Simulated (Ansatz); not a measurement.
# Ti: response to strain

Aim: deform Ti (x and y strained by -1.5 %, z held) and compute stress, forces and field gradients with LAPW, PAW and all-electron datasets made for the crystal.

Method: DFT PBE, scalar-relativistic, in Ansatz 0.2.0.

1 further run of the same task is left out (set aside as unsound or not needed).

### Step 1. Starting point

Symmetry: P6_3/mmc, No. 194, hexagonal system. Conventional cell: a = 2.938 Å, b = 2.938 Å, c = 4.653 Å, α = 90.00°, β = 90.00°, γ = 120.00°. Ti (site symmetry -6m2) is surrounded by 12 Ti at 2.88 to 2.94 Å.

Coordinates:

```cif
data_structure
_symmetry_space_group_name_H-M 'P 1'
_symmetry_Int_Tables_number 1
_cell_length_a 2.9384
_cell_length_b 2.9384
_cell_length_c 4.6530
_cell_angle_alpha 90.000
_cell_angle_beta 90.000
_cell_angle_gamma 120.000
_cell_volume 34.79
loop_
_atom_site_label
_atom_site_type_symbol
_atom_site_fract_x
_atom_site_fract_y
_atom_site_fract_z
_atom_site_occupancy
Ti1 Ti 0.33333 0.66667 0.25000 1
Ti2 Ti 0.66667 0.33333 0.75000 1
```

Atoms are numbered in the order of the input: Ti1, Ti2.

### Step 2. After the deformation

Space group P6_3/mmc before, P6_3/mmc after.

### Step 3. Full-potential LAPW

The input, input.yaml:

```yaml
crystal:
  lattice:
    - [2.8943333088, 0.0, 0.0]
    - [-1.4471666544, 2.5065661725, 0.0]
    - [0.0, 0.0, 4.6529805423]
  atoms:
    - { symbol: Ti, position: [0.3333333333, 0.6666666667, 0.25] }
    - { symbol: Ti, position: [0.6666666667, 0.3333333333, 0.75] }
kpoints:
  mp_grid: { grid: [13, 13, 7] }
scf:
  occupations: { method: fermi_dirac, width: 0.05 }
hamiltonian:
  xc: pbe
  pseudopotentials: { kind: all_electron, lapw: { basis_error: 0.00025 } }
output:
  forces: true
  stress: true
  eigenvalues: true
```

The program printed (excerpt; [...] marks lines left out):

```text
LAPW: plane waves up to 8.271 Å⁻¹, error target 2.5e-4 eV per atom; small_component_spin mean_spin; Ti in spheres of 1.432 Å, 12 of its electrons in bands, Dirac shells []
[...]
Pseudopotentials: kind: all_electron
Pseudopotential: Ti, LAPW, valence charge 12, Koelling and Harmon's equation, gaussian nucleus
Functional definition: PBE
[...]
Crystal: 2 atoms, lattice volume = 33.757 Å³
Basis set: ecut = 260.6563678033865 eV, 313 PW (Γ), exchange–correlation at level 2
Bands: 16, of which v1, the nominal top of the filled ones, is band 12 counted from 1 (11 counted from 0)
Symmetry: 24 space group operations
Space group: P63/mmc (ITA 194), of the structure as read, at distance tolerance 3.2e-5 Å
k-points: 84 of 1183
[...]
SCF iter   1: F=—  HF=-46467.014026 eV  |F-HF|=—  |Δ(HF+E_count)|=         —  Δρ=2.62e-2  dr2=1.66e-1  ethr=6.87e-4  ⟨swp⟩=2.7  Hψ=9591  notcnv=0
[...]
the basis was enlarged: its passes take 1.3 MiB over the memory plan, 1 of 1 planned eigensolver slots
[...]
SCF iter   6: F=-46466.657048 eV  HF=-46466.657048 eV  |F-HF|=5.65e-8  |Δ(HF+E_count)|=   2.25e-7  Δρ=7.50e-6  dr2=1.38e-8  ethr=8.32e-9  ⟨swp⟩=2.1  Hψ=4272  notcnv=0
[...]
SCF converged after 6 iterations
Free energy (F): -46466.657048 eV
[...]
E sigma→0 (E₀):  -46466.648296 eV
Entropy (-TS):   -0.017503 eV (-8.752 meV/atom)
Fermi energy:    14.268470 eV
[...]
--- Forces (eV/Å), atoms counted from 1 ---
  atom   1  Ti    -0.00000000    -0.00000000     0.00000000
  atom   2  Ti    -0.00000000     0.00000000     0.00000000
[...]
--- Stress (GPa, compression-positive) ---
        4.077561      -0.000000       0.000000
       -0.000000       4.077561       0.000000
        0.000000       0.000000       2.404374
  P = ⅓ Tr σ = 3.5198 GPa (35.198 kbar)
--- Band table (eV; the first three rows and the last of 84) ---
  k-point 0: bands = ["-42.4963", "-42.3494", "-19.1238", "-18.4231", "-18.4231", "-18.3662", "-18.3211", "-18.3211", "8.0171", "11.5033", "14.9633", "15.0767", "15.0767", "15.0841", "15.5721", "15.5721"]
[...]
```

Run time: 12 s. Hardware: 1 thread, shared host.

In short: pressure 3.52 GPa; no gap.

### Step 4. PAW with frozen cores

Changes to input.yaml since step 3:

```diff
@@ -14,3 +14,3 @@
   xc: pbe
-  pseudopotentials: { kind: all_electron, lapw: { basis_error: 0.00025 } }
+  pseudopotentials: { kind: paw }
 output:
@@ -19 +19,2 @@
   eigenvalues: true
+  efg: { contact_densities: true }
```

The program printed (excerpt; [...] marks lines left out):

```text
[...]
Pseudopotentials: kind: paw
Pseudopotential: Ti, paw, valence charge 12, recommended cutoff 420 eV (normal)
[... 1 set-up line as earlier in the session ...]
[...]
Crystal: 2 atoms, lattice volume = 33.757 Å³
Basis set: ecut = 420 eV, 663 PW (Γ), exchange–correlation on 40×40×64 points (8 copies of the dense FFT grid, shifted against one another)
Bands: 16, of which v1, the nominal top of the filled ones, is band 12 counted from 1 (11 counted from 0)
[... 2 set-up lines as earlier in the session ...]
k-points: 84 of 1183
[...]
SCF iter   1: F=—  HF=-4999.329184 eV  |F-HF|=—  |Δ(HF+E_count)|=         —  Δρ=4.73e-3  dr2=3.29e-3  ethr=1.77e-3  ⟨swp⟩=4.1  Hψ=5455  notcnv=0
[...]
  atom   1  Ti     0.00000000    -0.00000000     0.00000000
  atom   2  Ti    -0.00000000     0.00000000     0.00000000
[...]
--- Stress (GPa, compression-positive) ---
        4.081002       0.000000       0.000000
        0.000000       4.081002       0.000000
        0.000000       0.000000       2.412083
  P = ⅓ Tr σ = 3.5247 GPa (35.247 kbar)
--- PAW observables at the nuclei: V_zz in 10²¹ V/m², potentials from the cell's mean, atoms counted from 1 ---
  atom   1  Ti V_zz =    +1.764314   η = 0.0000   by run symmetry: allowed
            electrostatic potential = -2531.803071 V   contact ρ = 56792.113042 e/Å³
  atom   2  Ti V_zz =    +1.764314   η = 0.0000   by run symmetry: allowed
            electrostatic potential = -2531.803071 V   contact ρ = 56792.113042 e/Å³
--- Band table (eV; the first three rows and the last of 84) ---
  k-point 0: bands = ["-42.9204", "-42.7734", "-19.5485", "-18.8462", "-18.8462", "-18.7906", "-18.7442", "-18.7442", "7.5908", "11.0776", "14.5384", "14.6508", "14.6508", "14.6575", "15.1464", "15.1464"]
[...]
```

Run time: 3.2 s. Hardware: 1 thread, shared host.

Read from it: pressure 3.52 GPa; no gap; Vzz Ti1 1.76 (η = 0.00) (10²¹ V/m²).

### Step 5. Datasets made for this crystal

Changes to input.yaml since step 4:

```diff
@@ -14,3 +14,3 @@
   xc: pbe
-  pseudopotentials: { kind: paw }
+  pseudopotentials: { kind: all_electron, datasets: crystal }
 output:
```

The program printed (excerpt; [...] marks lines left out):

```text
[...]
band count auto-derived: 13 (N_el = 8.0; filled up to band 4; 8 by the electrons, moments and atoms)
[...]
[... 1 set-up line as earlier in the session ...]
Pseudopotential: Ti, paw, valence charge 12, recommended cutoff 260 eV (normal), Koelling and Harmon's equation, gaussian nucleus
[... 1 set-up line as earlier in the session ...]
[...]
Crystal: 2 atoms, lattice volume = 33.757 Å³
Basis set: ecut = 260 eV, 313 PW (Γ), exchange–correlation on 32×32×50 points (8 copies of the dense FFT grid, shifted against one another)
Bands: 13, of which v1, the nominal top of the filled ones, is band 4 counted from 1 (3 counted from 0)
[... 2 set-up lines as earlier in the session ...]
k-points: 84 of 1183
[...]
SCF iter   1: F=—  HF=-46467.154654 eV  |F-HF|=—  |Δ(HF+E_count)|=         —  Δρ=6.35e-2  dr2=1.37e0  ethr=1.72e-2  ⟨swp⟩=2.0  Hψ=6767  notcnv=0
[...]
  atom   1  Ti    -0.00000000    -0.00000000     0.00000000
  atom   2  Ti     0.00000000     0.00000000     0.00000000
[...]
--- Stress (GPa, compression-positive) ---
        4.077508      -0.000000       0.000000
       -0.000000       4.077508       0.000000
        0.000000       0.000000       2.403943
  P = ⅓ Tr σ = 3.5197 GPa (35.197 kbar)
  It holds what live shells' own plane waves past their cutoff add
--- PAW observables at the nuclei: V_zz in 10²¹ V/m², potentials from the cell's mean, atoms counted from 1 ---
  atom   1  Ti V_zz =    +1.743900   η = 0.0000   by run symmetry: allowed
            electrostatic potential = -2531.717574 V   contact ρ = 56839.510466 e/Å³
  atom   2  Ti V_zz =    +1.743900   η = 0.0000   by run symmetry: allowed
            electrostatic potential = -2531.717574 V   contact ρ = 56839.510466 e/Å³
--- Band table (eV; the first three rows and the last of 84) ---
  k-point 0: bands = ["8.0171", "11.5033", "14.9633", "15.0766", "15.0766", "15.0840", "15.5721", "15.5721", "16.0249", "16.0249", "17.5488"]
[...]
```

Wall time 4.8 s (1 thread, shared host).

This run gives: pressure 3.52 GPa; no gap; Vzz Ti1 1.74 (η = 0.00) (10²¹ V/m²).

### Step 6. Side by side

Stress (GPa, compression positive):

| method | xx | yy | zz | yz | xz | xy |
| --- | --- | --- | --- | --- | --- | --- |
| LAPW | 4.08 | 4.08 | 2.40 | 0.00 | 0.00 | 0.00 |
| PAW | 4.08 | 4.08 | 2.41 | 0.00 | 0.00 | 0.00 |
| crystal datasets | 4.08 | 4.08 | 2.40 | 0.00 | 0.00 | 0.00 |

```
          method  pressure (GPa)  Vzz Ti1 (10²¹ V/m²)  SCF cycles, all passes   time
            LAPW            3.52                    –                       6   12 s
             PAW            3.52                 1.76                       6  3.2 s
crystal datasets            3.52                 1.74                       7  4.8 s
```

### Step 7. Outcome

```
                                 quantity                                           value
                                 pressure  LAPW 3.52, PAW 3.52, crystal datasets 3.52 GPa
largest shear or deviatoric stress (LAPW)                                        1.12 GPa
```

In words: The largest part of the stress beyond the pressure is 1.12 GPa in size, in the zz component; the atoms are carried along and not relaxed. No run of the undeformed cell stands beside it, so the pressure holds what the given cell had before the change. PAW: stress within 0.01 GPa of LAPW. Crystal datasets: stress within 0.01 GPa of LAPW.
